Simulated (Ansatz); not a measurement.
Runs of Ansatz 0.2.0 on Al2O3 (Corundum). It takes space group R-3c (No. 167, trigonal). Conventional cell: a = 4.760 Å, b = 4.760 Å, c = 12.996 Å, α = 90.00°, β = 90.00°, γ = 120.00°. Around Al (site symmetry 3) lie 6 O at 1.85 to 1.97 Å. Around O (site symmetry 2) lie 4 Al at 1.85 to 1.97 Å. 

```tsv
task	level	cell	cutoff (eV)	points for each segment of the path	gap on the mesh (eV)	pressure (GPa)	relaxed volume (Å³/atom)	largest force (eV/Å)
relaxation of cell and atoms	RPBE	relaxed	420	-	5.69	0.0	8.95	-
band structure	revPBE	as given	420	10	(b)	11.3	-	0.04
band structure	r2SCAN	as given	500	10	7.11	-0.2	-	(a)
relaxation of cell and atoms	revPBE+D3(BJ)	relaxed	420	-	6.18	0.0	8.58	-
relaxation of cell and atoms	BLYP	relaxed	420	-	5.89	0.0	8.90	-
```

Alike in all rows: potentials or basis Ansatz PAW; no spin polarisation; k mesh 7 × 7 × 7; smearing fermi-dirac 0.05 eV.

Task: Fill in the values left out.

Result: (a) 0.06; (b) 6.29.

Caveats: the PAW data sets come from PBE, with cores solved anew for the run's functional, which leaves a small shift of forces and pressure; odd divisions of the mesh miss points on the zone boundary, where band edges often lie, so the gap on the mesh can be too wide (some runs); the plane-wave basis is chosen anew once the cell has moved, so the energies of steps on either side of that aren't comparable (some runs).

A k mesh can miss the band edges.

Runs at the PBE level aren't shown here.
